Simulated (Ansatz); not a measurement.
Write the native input for Ansatz 0.2.0 that does the following.

```
Task                : relaxation of cell and atoms
Functional          : PBE
Dispersion          : D3(BJ)
Potentials or basis : Ansatz PAW
Cutoff              : 420 eV (not typed: the program's choice for these potentials)
k mesh              : 9 × 9 × 9
Occupations         : fermi-dirac, width 0.05 eV
Spin                : collinear spin, ferromagnetic start
Starting moments    : [2.0, 1.0] μB
```

TiCo:

```
CELL_PARAMETERS angstrom
2.98611 0.00000 0.00000
0.00000 2.98611 0.00000
0.00000 0.00000 2.98611
ATOMIC_POSITIONS crystal
Co 0.50000 0.50000 0.50000
Ti 0.00000 0.00000 0.00000
```

The cell comes from a database or a generator and needn't be the stable form of this composition.

One way to write it, as run:

input.yaml

```yaml
crystal:
  lattice:
    - [2.98611099, 0.0, 0.0]
    - [0.0, 2.98611099, 0.0]
    - [0.0, 0.0, 2.98611099]
  atoms:
    - { symbol: Co, position: [0.5, 0.5, 0.5], spin: 2.0 }
    - { symbol: Ti, position: [0.0, 0.0, 0.0], spin: 1.0 }
hamiltonian:
  xc: pbe
  pseudopotentials: { kind: paw }
  dispersion: d3bj
magnetization:
  spin_polarized: true
kpoints:
  mp_grid: { grid: [9, 9, 9] }
scf:
  occupations: { method: fermi_dirac, width: 0.05 }
output:
  forces: true
  stress: true
  write_density: true
  write_potential: true
  elf: true
  volumetric_format: npy
relax:
  f_tol: 0.01
  max_steps: 40
  cell: { stress_tol: 0.05 }
```

Potentials or basis: Ansatz PAW.

Launch:

```bash
$ ansatz run input.yaml --threads 2 --pin off --max-ram 5632MiB --backend cpu --events-out ev --progress --plain --runs-dir out
```

It gave:

The relaxed volume is 12.73 Å³/atom, the relaxed cell is a = 2.942 Å, b = 2.942 Å, c = 2.942 Å, α = 90.00°, β = 90.00°, γ = 90.00° and the space group after relaxing (to 0.05 Å) is Pm-3m (No. 221). The energy gained by relaxing is 13.8 meV/atom, the ionic steps are 4 and the pressure after relaxing is 0.0 GPa. The band gap on the k mesh is none (metal or under the smearing width), the net moment is 0.74 μB per cell and the absolute moment is 0.91 μB per cell. The site moments are Co +0.81; Ti -0.01 μB.

Caveat: the plane-wave basis is chosen anew once the cell has moved, so the energies of steps on either side of that aren't comparable; pairwise dispersion overbinds metals, which lowers pressure and volume.

It took 7.5 s on 2 threads of AMD EPYC 7R13 Processor (Zen 3), on a shared host, peak memory 0.4 GiB.
